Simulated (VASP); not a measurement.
KI:

```
CELL_PARAMETERS angstrom
0.00000 3.53277 3.53277
3.53277 0.00000 3.53277
3.53277 3.53277 0.00000
ATOMIC_POSITIONS crystal
I 0.50000 0.50000 0.50000
K 0.00000 0.00000 0.00000
```

```yaml
Program: VASP 6.6.1
Task: relaxation of cell and atoms
Functional: RPBE
Dispersion: D3
Potentials_or_basis: VASP PAW PBE potentials, release 64 (I, K_sv)
Cutoff: 600 eV
k_mesh: 7 × 7 × 7
Occupations: fermi-dirac, width 0.05 eV
Spin: no spin polarisation
```

At the start: pressure 1.2 GPa; volume 44.09 Å³/atom.

Problem. How do energy, volume and symmetry change on relaxing?

Solution. Over 4 steps the energy falls by 14.1 meV/atom and the volume is 48.33 Å³/atom (+9.6 %); space group Fm-3m (No. 225, to 0.05 Å).

The path:
| step | energy change (eV) | largest force (eV/Å) | pressure (GPa) | volume (Å³) |
| --- | --- | --- | --- | --- |
| 1 | 0.0000 | 0.0000 | 1.16 | 88.18 |
| 2 | -0.0215 | 0.0000 | 0.53 | 92.32 |
| 3 | -0.0280 | 0.0000 | -0.09 | 97.47 |
| 4 | -0.0283 | 0.0000 | 0.00 | 96.66 |

Final structure:
```cif
data_structure
_symmetry_space_group_name_H-M 'P 1'
_symmetry_Int_Tables_number 1
_cell_length_a 5.1513
_cell_length_b 5.1513
_cell_length_c 5.1513
_cell_angle_alpha 60.000
_cell_angle_beta 60.000
_cell_angle_gamma 60.000
_cell_volume 96.66
loop_
_atom_site_label
_atom_site_type_symbol
_atom_site_fract_x
_atom_site_fract_y
_atom_site_fract_z
_atom_site_occupancy
I1 I 0.50000 0.50000 0.50000 1
K1 K 0.00000 0.00000 0.00000 1
```

Caveat: the PAW data sets were made with another functional, which shifts forces and pressure a little.
